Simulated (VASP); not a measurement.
# Au (P6_3/mmc) in VASP: notebook

One crystal, Au, is run at these levels: revPBE; tasks: single point.

Everything below comes from runs of VASP 6.6.1. Logs are shortened: lines on timing, memory, paths and dates and some standing lists are left out, and cuts for length are marked.

## Step 1: The crystal as given

Symmetry: P6_3/mmc, No. 194, hexagonal system. Conventional cell: a = 2.935 Å, b = 2.935 Å, c = 4.923 Å, α = 90.00°, β = 90.00°, γ = 120.00°. Au (site symmetry -6m2) has 12 Au at 2.94 to 2.99 Å as nearest neighbours.

This isn't the form of Au at room conditions, which is fcc.

## Step 2: Single point, revPBE

The input, INCAR:

```
SYSTEM = Au
PREC = Accurate
ENCUT = 520
EDIFF = 1E-6
ISMEAR = -1
SIGMA = 0.1
LREAL = .FALSE.
LASPH = .TRUE.
NELM = 80
ALGO = Fast
ISIF = 2
LWAVE = .FALSE.
LCHARG = .FALSE.
GGA = RE
NBANDS = 18
```

The input, KPOINTS:

```
regular mesh
0
G
  20 20 11
  0 0 0
```

The input, POSCAR:

```
Au
1.0
    2.9350040492      0.0000000000      0.0000000000
   -1.4675020246      2.5417880668      0.0000000000
    0.0000000000      0.0000000000      4.9228962718
Au
2
Direct
    0.3333333333      0.6666666667      0.2500000000
    0.6666666667      0.3333333333      0.7500000000
```

Potentials or basis: VASP PAW PBE potentials, release 64 (Au).

Started as:

```sh
$ cat potpaw_PBE.64/Au/POTCAR > POTCAR
$ mpirun -np 1 vasp_std > vasp.out
```

OUTCAR:

```text
SYSTEM = Au
   PREC = Accurate
   ENCUT = 520
   EDIFF = 1E-6
   ISMEAR = -1
   LREAL = .FALSE.
   LASPH = .TRUE.
   NELM = 80
   ISIF = 2
   GGA = RE

 ion  position               nearest neighbor table
   1  0.333  0.667  0.250-   2 2.99   2 2.99   2 2.99   2 2.99   2 2.99   2 2.99
   2  0.667  0.333  0.750-   1 2.99   1 2.99   1 2.99   1 2.99   1 2.99   1 2.99

  LATTYP: Found a hexagonal cell.
 ALAT       =     2.9350040492
 C/A-ratio  =     1.6773047632

  Lattice vectors:

 A1 = (   2.9350040492,   0.0000000000,   0.0000000000)
 A2 = (  -1.4675020246,   2.5417880668,   0.0000000000)
 A3 = (   0.0000000000,   0.0000000000,   4.9228962718)

Analysis of symmetry for initial positions (statically):
=====================================================================
 Subroutine PRICEL returns:
 Original cell was already a primitive cell.

 Routine SETGRP: Setting up the symmetry group for a
 hexagonal supercell.

 Subroutine GETGRP returns: Found 24 space group operations
 (whereof 12 operations were pure point group operations)
 out of a pool of 24 trial point group operations.

The static configuration has the point symmetry D_3d.
 The point group associated with its full space group is D_6h.

Analysis of symmetry for dynamics (positions and initial velocities):
=====================================================================
 Subroutine PRICEL returns:
 Original cell was already a primitive cell.

 Routine SETGRP: Setting up the symmetry group for a
 hexagonal supercell.

 Subroutine GETGRP returns: Found 24 space group operations
 (whereof 12 operations were pure point group operations)
 out of a pool of 24 trial point group operations.

The dynamic configuration has the point symmetry D_3d.
 The point group associated with its full space group is D_6h.

 Subroutine INISYM returns: Found 24 space group operations
 (whereof 12 operations are pure point group operations),
 and found     1 'primitive' translations

----------------------------------------------------------------------------------------

                                     Primitive cell

  volume of cell :      36.7256

  direct lattice vectors                    reciprocal lattice vectors
     2.935004049  0.000000000  0.000000000     0.340715032  0.196711916  0.000000000
    -1.467502025  2.541788067  0.000000000     0.000000000  0.393423831  0.000000000
     0.000000000  0.000000000  4.922896272     0.000000000  0.000000000  0.203132454
[... 83 lines left out ...]
   NELM   =     80;   NELMIN=  2; NELMDL= -5     # of ELM steps
   EDIFF  = 0.1E-05   stopping-criterion for ELM
   LREAL  =      F    real-space projection
   EDIFFG = 0.1E-04   stopping-criterion for IOM
   NSW    =      0    number of steps for IOM
   IBRION =     -1    ionic relax: 0-MD 1-quasi-New 2-CG
   NFREE  =      0    steps in history (QN), initial steepest desc. (CG)
   ISIF   =      2    stress and relaxation
   ISYM   =      2    0-nonsym 1-usesym 2-fastsym
   POTIM  = 0.5000    time-step for ionic-motion
   TEBEG  =    0.0;   TEEND  =   0.0 temperature during run
   PSTRESS=    0.0 pullay stress
   NELECT =      22.0000    total number of electrons
   NUPDOWN=      -1.0000    fix difference up-down
   EMIN   =  10.00;   EMAX   =-10.00  energy-range for DOS
   EFERMI =   0.00;   METHOD = LEGACY
   ISMEAR =    -1;   SIGMA  =   0.10  broadening in eV -4-tet -1-fermi 0-gaus
   EFERMI_NEDOS =   21; number of points for ismear=-14 and -15
   IALGO  =     68    algorithm
   IMIX   =      4    mixing-type and parameters
     AMIX     =   0.40;   BMIX     =  1.00
     AMIX_MAG =   1.60;   BMIX_MAG =  1.00
  volume/ion in A,a.u.               =      18.36       123.92
  Fermi-wavevector in a.u.,A,eV,Ry     =   1.380044  2.607904 25.912573  1.904520
  Thomas-Fermi vector in A             =   2.504957
   LORBIT       =      0    0 simple, 1 ext, 2 COOP (PROOUT), +10 PAW based schemes
   GGA     = RE    functional components
   LHFCALC =     F    Hartree Fock is set to
   AEXX    =    0.0000 exact exchange contribution
   IVDW    =     0    specifies the selected vdW correction
   LEPSILON=     F    determine dielectric tensor
   LRPA    =     F    only Hartree local field effects (RPA)
 non-spin polarized calculation
 RMM-DIIS sequential band-by-band and
  energy-cutoff  :      520.00
  volume of cell :       36.73
 maximum number of plane-waves:      1020
 NGX is ok and might be reduce to    24
   NGX = 11   NGY = 11   NGZ = 19

 number of electron      21.9999997 magnetization

 Free energy of the ion-electron system (eV)
  ---------------------------------------------------
  ext. energy  EPLUGINS =         0.00000000
  ---------------------------------------------------
  free energy    TOTEN  =        -5.47169979 eV

  energy without entropy =       -5.45025815  energy(sigma->0) =       -5.46097897

 E-fermi :   8.3600     XC(G=0): -12.2042

 val. band max:        8.3501291614   @ k =   0.3500   0.1500   0.2727
 cond. band min:       8.3648255438   @ k =   0.2500   0.0500   0.2727
 fundamental gap:      0.0146963824
 Fermi energy:         8.3600396035

 k-point     1 :       0.0000    0.0000    0.0000
  band No.  band energies     occupation
      1      -0.7090      2.00000
      2       1.6248      2.00000
      3       3.8918      2.00000
      4       4.1367      2.00000
      5       4.1367      2.00000
      6       4.4085      2.00000
[... 481 lines left out ...]
      5       4.1046      2.00000
      6       4.1998      2.00000
[... 10 lines left out ...]
     17      22.5397      0.00000
     18      24.1702      0.00000

 [... further k-points ...]

------------------------ aborting loop because EDIFF is reached ----------------------------------------

  FORCE on cell =-STRESS in cart. coord.  units (eV):
  Direction    XX          YY          ZZ          XY          YZ          ZX
  --------------------------------------------------------------------------------------
  -------------------------------------------------------------------------------------
  Total        0.0237438      0.0237438     -0.0190136      0.0000000      0.0000000      0.0000000
  in kB        1.0358397      1.0358397     -0.8294816      0.0000000      0.0000000      0.0000000
  external PRESSURE =       0.4140660 kB  Pullay stress =       0.0000000 kB

 VOLUME and BASIS-vectors are now :
 -----------------------------------------------------------------------------
  energy-cutoff  :      520.00
  volume of cell :       36.73
      direct lattice vectors                 reciprocal lattice vectors
     2.935004049  0.000000000  0.000000000     0.340715032  0.196711916  0.000000000
    -1.467502025  2.541788067  0.000000000     0.000000000  0.393423831  0.000000000
     0.000000000  0.000000000  4.922896272     0.000000000  0.000000000  0.203132454

 POSITION                                       TOTAL-FORCE (eV/Angst)
 -----------------------------------------------------------------------------------
     -0.00000      1.69453      1.23072         0.000000      0.000000      0.000000
      1.46750      0.84726      3.69217        -0.000000      0.000000      0.000000
 -----------------------------------------------------------------------------------
    total drift:                               -0.000000      0.000000     -0.000000

  FREE ENERGIE OF THE ION-ELECTRON SYSTEM (eV)
  ---------------------------------------------------
  free  energy   TOTEN  =        -5.4716997922 eV

  energy  without entropy=       -5.4502581496  energy(sigma->0) =       -5.46097897
```

It took 46 s on 1 thread of Intel Xeon 6975P-C (Granite Rapids), shared host; peak memory 0.26 GiB.

Results:

* Free energy: -5.4717 eV
* Pressure: 0.0 GPa
* Band gap on the k mesh: none (metal or under the smearing width)

Levels at points of the mesh, in eV from the Fermi level:
```
           k point  band 8  band 9  band 10  band 11  band 12  band 13  band 14  band 15
(0.00, 0.00, 0.00)   -3.35   -3.35    -2.14    -2.14    -0.77     2.35    14.59    15.66
(0.50, 0.00, 0.00)   -1.94   -1.87    -1.71     0.36     1.40     5.59     6.86     7.06
```

Caveat: the PAW data sets were made with another functional, which shifts forces and pressure a little.

## Step 3: Single point, revPBE

This run uses another cell than the first one, of 19.10 Å³/atom, 1.040 times its volume.

The input, INCAR:

```
SYSTEM = Au
ALGO = Normal
EDIFF = 1E-7
ENCUT = 520
GGA = RE
ISIF = 2
ISMEAR = -1
LASPH = .True.
LCHARG = .False.
LREAL = .False.
LWAVE = .False.
NBANDS = 18
NELM = 100
PREC = Accurate
SIGMA = 0.1
```

The input, KPOINTS:

```
k-points
0
Gamma
  14 14 7
  0 0 0
```

The input, POSCAR:

```
Au
1.0
    2.9736269527      0.0000000000      0.0000000000
   -1.4868134763      2.5752364824      0.0000000000
    0.0000000000      0.0000000000      4.9876786518
Au
2
Direct
    0.3333333333      0.6666666667      0.2500000000
    0.6666666667      0.3333333333      0.7500000000
```

Potentials or basis: VASP PAW PBE potentials, release 64 (Au).

Started as:

```sh
$ cat potpaw_PBE.64/Au/POTCAR > POTCAR
$ mpirun -np 1 vasp_std > vasp.out
```

It took 18 s on 1 thread of Intel Xeon 6975P-C (Granite Rapids), shared host; peak memory 0.19 GiB.

The run converged. Its results:

```yaml
Free_energy: -5.4447 eV
Pressure: -4.2 GPa
Band_gap_on_the_k_mesh: none (metal or under the smearing width)
```

Stress tensor (GPa, compression positive):
```
-4.19  0.00  0.00
 0.00 -4.19  0.00
 0.00  0.00 -4.33
```

Levels at points of the mesh, in eV from the Fermi level:
```tsv
k point	band 9	band 10	band 11	band 12	band 13	band 14
(0.00, 0.00, 0.00)	-3.23	-2.11	-2.11	-0.59	2.17	14.58
(0.50, 0.00, 0.00)	-1.85	-1.70	0.37	1.31	5.49	6.58
```

Caveat: the PAW data sets were made with another functional, which shifts forces and pressure a little. Spin-orbit coupling is left out, which matters for the levels of Au.

## Step 4: Single point, revPBE

This run uses another cell than the first one, of 16.89 Å³/atom, 0.920 times its volume.

The input, INCAR:

```
  PREC = Accurate
  ENCUT = 520
  EDIFF = 1E-6
  ISMEAR = -1
  SIGMA = 0.1
  LREAL = False
  LASPH = True
  NELM = 100
  ALGO = Fast
  ISIF = 2
  LWAVE = False
  LCHARG = False
  GGA = RE
  NBANDS = 18
```

The input, KPOINTS:

```
regular mesh
0
Gamma
  14 14 7
```

The input, POSCAR:

```
Au
1.0
    2.8545521432      0.0000000000      0.0000000000
   -1.4272760716      2.4721146724      0.0000000000
    0.0000000000      0.0000000000      4.7879539066
Au
2
Direct
    0.3333333333      0.6666666667      0.2500000000
    0.6666666667      0.3333333333      0.7500000000
```

Started as:

```sh
$ cat potpaw_PBE.64/Au/POTCAR > POTCAR
$ mpirun -np 1 vasp_std > vasp.out
```

It took 16 s on 1 thread of Intel Xeon 6975P-C (Granite Rapids), shared host; peak memory 0.18 GiB.

It converged, with:

```yaml
Free_energy: -5.3493 eV
Pressure: 13.4 GPa
Band_gap_on_the_k_mesh: none (metal or under the smearing width)
```

Stress tensor (GPa, compression positive):
```
13.66  0.00  0.00
 0.00 13.66  0.00
 0.00  0.00 12.79
```

Levels at points of the mesh, in eV from the Fermi level:
```csv
k point,band 9,band 10,band 11,band 12,band 13,band 14
"(0.00, 0.00, 0.00)",-3.63,-2.24,-2.24,-1.17,2.74,14.55
"(0.50, 0.00, 0.00)",-1.92,-1.73,0.36,1.60,5.81,7.34
```

Caveat: the PAW data sets were made with another functional, which shifts forces and pressure a little. The run has no spin-orbit coupling, so splittings on Au are missing.

## Step 5: The runs side by side

```tsv
cell	k mesh	gap on the mesh (eV)	pressure (GPa)
P6_3/mmc, 18.36 Å³/atom	20 × 20 × 11	none	0.0
P6_3/mmc, 19.1 Å³/atom	14 × 14 × 7	none	-4.2
P6_3/mmc, 16.89 Å³/atom	14 × 14 × 7	none	13.4
```

Alike in all rows: task single point; level revPBE; potentials or basis VASP PAW PBE potentials, release 64 (Au); no spin polarisation; cutoff (eV) 520; smearing fermi-dirac 0.1 eV.

Every run on the cell as given and a fine mesh finds a metal.

Caveats: the PAW data sets were made with another functional, which shifts forces and pressure a little.

Total energies depend on the potentials used, so only differences within one code and one set of settings carry meaning.
